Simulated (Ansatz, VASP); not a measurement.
# TiC in VASP and in Ansatz

```
Ti C
1.0
     0.00000    2.13054    2.13054
     2.13054    0.00000    2.13054
     2.13054    2.13054    0.00000
Ti C
1 1
Cartesian
  0.0000 0.0000 0.0000
  2.1305 2.1305 2.1305
```

Alike in both runs: functional LDA; k mesh 8 × 8 × 8; occupations gaussian, width 0.1 eV; no spin polarisation.

Ansatz relaxed the structure, and its values are those at the end. VASP's run is a single point on that final structure, the one shown.

|  | VASP | Ansatz |
| --- | --- | --- |
| version | VASP 6.6.1 | Ansatz 0.2.0 |
| potentials or method | VASP PAW LDA potentials, release 64 (Ti_sv, C) | scalar-relativistic, plane waves, PAW |
| plane-wave cutoff (eV) | 520 | 420 |
| valence electrons in the cell | 16 | 16 |

|  | VASP | Ansatz | Ansatz less VASP |
| --- | --- | --- | --- |
| gap on the k mesh at the Fermi level (eV) | none | none | - |
| pressure (GPa) | 0.7 | -0.1 | -0.73 |

A gap of «none» marks a metal or a gap that the smearing closes.
